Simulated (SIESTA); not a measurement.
MoS2:

```
Mo S
1.0
     1.58550    0.91539    6.11500
    -1.58550    0.91539    6.11500
     0.00000   -1.83078    6.11500
Mo S
1 2
Direct
  0.00000 0.00000 0.00000
  0.25000 0.25000 0.25000
  0.75000 0.75000 0.75000
```

Measurements of this composition are mostly on another form, of space group No. 194.

```yaml
Program: SIESTA 5.4.2
Task: single point
Functional: PBE
Potentials_or_basis: PseudoDojo 0.4 standard (PBE files)
Basis: DZP (energy shift 0.003 Ry; two zetas on semicore shells)
Grid_cutoff: 800 Ry
Energy_shift: 0.003 Ry
k_mesh: 10 × 10 × 10
Occupations: fermi-dirac, width 0.05 eV
Spin: no spin polarisation
```

On this cell: pressure 10.9 GPa; largest force 1.404 eV/Å; band gap on the k mesh none (metal or under the smearing width).

The same run follows on a disturbed copy (atoms moved at random, drawn with an rms of 0.05 Å):

```
Mo S
1.0
     1.58550    0.91539    6.11500
    -1.58550    0.91539    6.11500
     0.00000   -1.83078    6.11500
Mo S
1 2
Cartesian
  0.0266 -0.0177 0.0017
  -0.0128 0.0242 4.5630
  0.0144 -0.0597 13.7233
```

What changes?

The energy (extrapolated to zero smearing) moves by +17.6 meV/atom; pressure 11.9 GPa; largest force 2.015 eV/Å; band gap on the k mesh none (metal or under the smearing width).

Forces on the atoms (eV/Å):
```
Mo  -0.227 -0.056 -0.820
S    0.239 -0.385 -1.146
S   -0.012  0.441  1.966
```

Stress tensor (GPa, compression positive):
```
12.30 -0.44 -1.14
-0.44  8.72  3.68
-1.14  3.68 14.66
```

Caveats: the cell's inner coordinates are idealised or old, which leaves forces on the atoms; the basis of atomic orbitals isn't converged, which shifts pressures, moduli and gaps.
